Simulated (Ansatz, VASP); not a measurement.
**Two plane-wave programs on Cs**

```
Cs
1.0
    -2.88408    2.88408    2.88408
     2.88408   -2.88408    2.88408
     2.88408    2.88408   -2.88408
Cs
1
Direct
  0.00000 0.00000 0.00000
```

Alike in both runs: task single point; functional LDA; k mesh 8 × 8 × 8; no spin polarisation.

|  | VASP | Ansatz |
| --- | --- | --- |
| version | VASP 6.6.1 | Ansatz 0.2.0 |
| potentials or method | VASP PAW LDA potentials, release 64 (Cs_sv) | plane waves (420 eV) with PAW, scalar-relativistic |
| plane-wave cutoff (eV) | 520 | 420 |
| occupations | methfessel-paxton of order 1, width 0.3 eV | cold, width 0.3 eV |
| valence electrons in the cell | 9 | 9 |

|  | VASP | Ansatz | Ansatz less VASP |
| --- | --- | --- | --- |
| pressure (GPa) | 0.0 | 0.0 | +0.01 |

Ansatz warned: «pseudo_functional_mismatch».

Spin-orbit coupling is left out, which matters for the levels of Cs.
